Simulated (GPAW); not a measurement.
# HfC (Fm-3m) in GPAW: notebook, part 2 of 2

GPAW 26.7.0.

## Step 5: Relaxation of cell and atoms, RPBE+D4

The input, run.py:

```python
from ase.calculators.mixing import SumCalculator
from ase.filters import FrechetCellFilter
from ase.io import read, write
from ase.optimize import BFGS
from dftd4.ase import DFTD4
from gpaw import GPAW, PW

atoms = read('HfC.xyz')

calc = GPAW(mode=PW(800),
            xc='RPBE',
            kpts={'size': (10, 10, 10), 'gamma': True},
            occupations={'name': 'fermi-dirac', 'width': 0.05},
            nbands=18,
            convergence={'density': 1e-05, 'forces': 0.0001},
            maxiter=150,
            txt='gpaw.txt')
atoms.calc = SumCalculator([calc, DFTD4(method='rpbe')])
opt = BFGS(FrechetCellFilter(atoms), trajectory='relax.traj', logfile='-')
done = opt.run(fmax=0.01, steps=40)
calc.write('gs.gpw')
write('result.traj', atoms)
print('Converged:', done)
print('Cell:', atoms.cell.cellpar().round(4))
print('Volume:', round(atoms.get_volume(), 4))
print(atoms.get_scaled_positions().round(5))
```

The input, HfC.xyz:

```xyz
2
Lattice="0.0000000000 2.3250000000 2.3250000000 2.3250000000 0.0000000000 2.3250000000 2.3250000000 2.3250000000 0.0000000000" Properties=species:S:1:pos:R:3 pbc="T T T"
Hf     2.3250000000      2.3250000000      2.3250000000
C      0.0000000000      0.0000000000      0.0000000000
```

Potentials or basis: the program's PAW data sets (release 1.2.1) made for this functional, pw.

Started as:

```
OMP_NUM_THREADS=1 python run.py
```

gpaw.txt:

```text
__  _  _
 | _ |_)|_||  |
 |__||  | ||/\| - 26.7.0

Input parameters:
  mode=PW(ecut=800.0),
  convergence={'density': 1e-05, 'forces': 0.0001},
  kpts=MonkhorstPack(size=(10, 10, 10), gamma=True),
  maxiter=150,
  nbands=18,
  occupations=Occupations(name='fermi-dirac', width=0.05),
  xc=XC(name='RPBE')

Diagonalizing LCAO Hamiltonian
Converting LCAO to pw mode

               Hf

       C

Atoms  # Å, Bohr magnetons
|   | symbol |        x |        y |        z |    initial magnetic moments |
|---|--------|----------|----------|----------|-----------------------------|
| 0 |     Hf | 2.325000 | 2.325000 | 2.325000 | ( 0.0000,  0.0000,  0.0000) |
| 1 |      C | 0.000000 | 0.000000 | 0.000000 | ( 0.0000,  0.0000,  0.0000) |

Unit cell  # Å
| periodic |        x |        y |        z |  lengths |    angles |
|----------|----------|----------|----------|----------|-----------|
|      yes | 0.000000 | 2.325000 | 2.325000 | 3.288047 | 60.000000 |
|      yes | 2.325000 | 0.000000 | 2.325000 | 3.288047 | 60.000000 |
|      yes | 2.325000 | 2.325000 | 0.000000 | 3.288047 | 60.000000 |

Number of symmetries: 48
Symmetry operations  # r_c * U_cc + t_c -> r_c
|    | kind |            matrix            |
|----|------|------------------------------|
|  0 |  σ   |  1, 0, 0,  1, 0,-1,  1,-1, 0 |
|  1 |  C2  |  1, 0, 0,  1,-1, 0,  1, 0,-1 |
|  2 |  E   |  1, 0, 0,  0, 1, 0,  0, 0, 1 |
|  3 |  σ   |  1, 0, 0,  0, 0, 1,  0, 1, 0 |
[... 251 lines left out ...]

Atoms  # Å, Bohr magnetons
|   | symbol |        x |         y |         z |    initial magnetic moments |
|---|--------|----------|-----------|-----------|-----------------------------|
| 0 |     Hf | 2.322924 |  2.322924 |  2.322924 | ( 0.0000,  0.0000,  0.0000) |
| 1 |      C | 0.000000 | -0.000000 | -0.000000 | ( 0.0000,  0.0000,  0.0000) |

Unit cell  # Å
| periodic |        x |        y |        z |  lengths |    angles |
|----------|----------|----------|----------|----------|-----------|
|      yes | 0.000000 | 2.322924 | 2.322924 | 3.285110 | 59.999995 |
|      yes | 2.322924 | 0.000000 | 2.322924 | 3.285110 | 59.999995 |
|      yes | 2.322924 | 2.322924 | 0.000000 | 3.285110 | 59.999995 |
[... 205 lines left out ...]
Stress tensor  # eV/Ang^3
|         x |         y |         z |
|-----------|-----------|-----------|
| -0.039947 |  0.000000 |  0.000000 |
|  0.000000 | -0.039947 |  0.000000 |
|  0.000000 |  0.000000 | -0.039947 |

Forces  # eV/Ang
|       x |        y |        z |
|---------|----------|----------|
| 0.00000 |  0.00000 | -0.00000 |  # Hf   0
| 0.00000 | -0.00000 |  0.00000 |  # C    1

Interpolating wave functions to new cell

               Hf

       C

Atoms  # Å, Bohr magnetons
|   | symbol |        x |         y |         z |    initial magnetic moments |
|---|--------|----------|-----------|-----------|-----------------------------|
| 0 |     Hf | 2.319767 |  2.319767 |  2.319767 | ( 0.0000,  0.0000,  0.0000) |
| 1 |      C | 0.000000 | -0.000000 | -0.000000 | ( 0.0000,  0.0000,  0.0000) |

Unit cell  # Å
| periodic |        x |        y |        z |  lengths |    angles |
|----------|----------|----------|----------|----------|-----------|
|      yes | 0.000001 | 2.319767 | 2.319767 | 3.280646 | 59.999985 |
|      yes | 2.319767 | 0.000001 | 2.319767 | 3.280646 | 59.999985 |
|      yes | 2.319767 | 2.319767 | 0.000001 | 3.280646 | 59.999985 |
[... 202 lines left out ...]
Stress tensor  # eV/Ang^3
|         x |         y |         z |
|-----------|-----------|-----------|
| -0.046485 |  0.000000 |  0.000000 |
|  0.000000 | -0.046485 |  0.000000 |
|  0.000000 |  0.000000 | -0.046485 |

Forces  # eV/Ang
|        x |        y |        z |
|----------|----------|----------|
|  0.00000 |  0.00000 |  0.00000 |  # Hf   0
| -0.00000 | -0.00000 | -0.00000 |  # C    1

# Writing to gs.gpw (mode='')
```

stdout:

```text
Step          Energy          fmax
BFGS:    0      -18.613546        0.125096
BFGS:    1      -18.613985        0.075492
BFGS:    2      -18.614188        0.000490
Converged: True
Cell: [ 3.2806  3.2806  3.2806 60.     60.     60.    ]
Volume: 24.9668
[[0.5 0.5 0.5]
 [0.  0.  0. ]]
```

Run time: 2.2 min. Hardware: 1 thread of Arm Neoverse V1, shared host; peak memory 0.28 GiB.

What came out:

| Item | Value |
| --- | --- |
| Free energy | -18.6156 eV |
| Relaxed volume | 12.48 Å³/atom |
| Relaxed cell | a = 3.281 Å, b = 3.281 Å, c = 3.281 Å, α = 60.00°, β = 60.00°, γ = 60.00° |
| Space group after relaxing (to 0.05 Å) | Fm-3m (No. 225) |
| Energy gained by relaxing | 0.3 meV/atom |
| Ionic steps | 3 |
| Pressure after relaxing | 0.0 GPa |
| Band gap on the k mesh | none (metal or under the smearing width) |
| Dispersion energy per atom | -0.474 eV |

Step by step:
```tsv
step	energy change (eV)	largest force (eV/Å)	pressure (GPa)	volume (Å³)
1	0.0000	0.0000	-1.59	25.14
2	-0.0004	0.0000	-0.96	25.07
3	-0.0006	0.0000	0.01	24.97
```

Final structure:
```
CELL_PARAMETERS angstrom
0.00000 2.31977 2.31977
2.31977 0.00000 2.31977
2.31977 2.31977 0.00000
ATOMIC_POSITIONS crystal
Hf 0.50000 0.50000 0.50000
C 0.00000 0.00000 0.00000
```

Levels at points of the mesh, in eV from the Fermi level:
| k point | band 5 | band 6 | band 7 | band 8 | band 9 | band 10 | band 11 | band 12 |
| --- | --- | --- | --- | --- | --- | --- | --- | --- |
| (0.00, 0.00, 0.00) | -12.41 | 0.99 | 0.99 | 0.99 | 1.38 | 1.38 | 1.38 | 3.38 |
| (0.50, 0.00, 0.00) | -8.70 | -6.19 | -3.04 | -3.04 | 5.33 | 5.33 | 5.81 | 6.55 |
| (0.50, 0.50, 0.00) | -10.54 | -2.68 | -1.82 | -0.14 | -0.14 | 5.31 | 6.75 | 6.75 |
| (0.50, 0.50, 0.50) | -8.70 | -6.19 | -3.04 | -3.04 | 5.33 | 5.33 | 5.81 | 6.55 |

Caveat: later steps reuse the first step's grids; pairwise dispersion overbinds metals, which lowers pressure and volume. The run has no spin-orbit coupling, so splittings on Hf are missing.

## Step 6: Overview

```tsv
level	potentials or basis	cell	optimizer	fmax	max steps	target pressure	gap on the mesh (eV)	pressure (GPa)	relaxed volume (Å³/atom)
PBEsol+D3(BJ)	PAW data sets generated in the run's folder for this functional, pw	relaxed	BFGS	0.02 eV/Å	60	-	none	0.0	12.06
PBEsol+D4	PAW data sets generated in the run's folder for this functional, pw	relaxed	FIRE	0.01 eV/Å	40	-	none	-0.1	12.20
RPBE+D3(BJ)	the program's PAW data sets (release 1.2.1) made for this functional, pw	relaxed to -1 GPa	BFGS	0.05 eV/Å	40	-1 GPa	none	-1.1	-
RPBE+D4	the program's PAW data sets (release 1.2.1) made for this functional, pw	relaxed	BFGS	0.01 eV/Å	40	-	none	0.0	12.48
```

Alike in all rows: task relaxation of cell and atoms; no spin polarisation; k mesh 10 × 10 × 10; cutoff (eV) 800; smearing fermi-dirac 0.05 eV.

Caveats: later steps reuse the first step's grids; pairwise dispersion overbinds metals, which lowers pressure and volume.

Total energies depend on the potentials used, so only differences within one code and one set of settings carry meaning.
